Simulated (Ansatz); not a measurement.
CdO (Monteponite):

```xyz
2
Lattice="0.0000 2.3495 2.3495 2.3495 0.0000 2.3495 2.3495 2.3495 0.0000" Properties=species:S:1:pos:R:3 pbc="T T T"
Cd    0.0000    0.0000    0.0000
O     2.3495    2.3495    2.3495
```

```yaml
Program: Ansatz 0.2.0
Task: relaxation of cell and atoms
Functional: PBE
Potentials_or_basis: Ansatz PAW
Cutoff: "420 eV (not typed: the program's choice for these potentials)"
k_mesh: 10 × 10 × 10
Occupations: fermi-dirac, width 0.05 eV
Spin: no spin polarisation
```

At the start: volume 12.97 Å³/atom.

Task: How do energy, volume and symmetry change on relaxing?

Result: It ends after 7 steps and the volume is 13.55 Å³/atom (+4.4 %); space group Fm-3m (No. 225, to 0.05 Å).

Step by step:
```tsv
step	energy change (eV)	largest force (eV/Å)	volume (Å³)
1	0.0000	0.0000	25.94
2	-0.0153	0.0000	27.27
3	-0.0167	0.0000	27.06
4	-0.0167	0.0000	27.05
5	-0.0209	0.0000	27.05
6	-0.0208	0.0000	27.09
7	-0.0210	0.0000	27.09
```

Final structure:
```
Cd O
1.0
     0.00000    2.38380    2.38380
     2.38380    0.00000    2.38380
     2.38380    2.38380    0.00000
Cd O
1 1
Direct
  0.00000 0.00000 0.00000
  0.50000 0.50000 0.50000
```

Caveat: the plane-wave basis is chosen anew once the cell has moved, so the energies of steps on either side of that aren't comparable; the pressure holds a Pulay correction of +0.5 GPa for the finite cutoff.
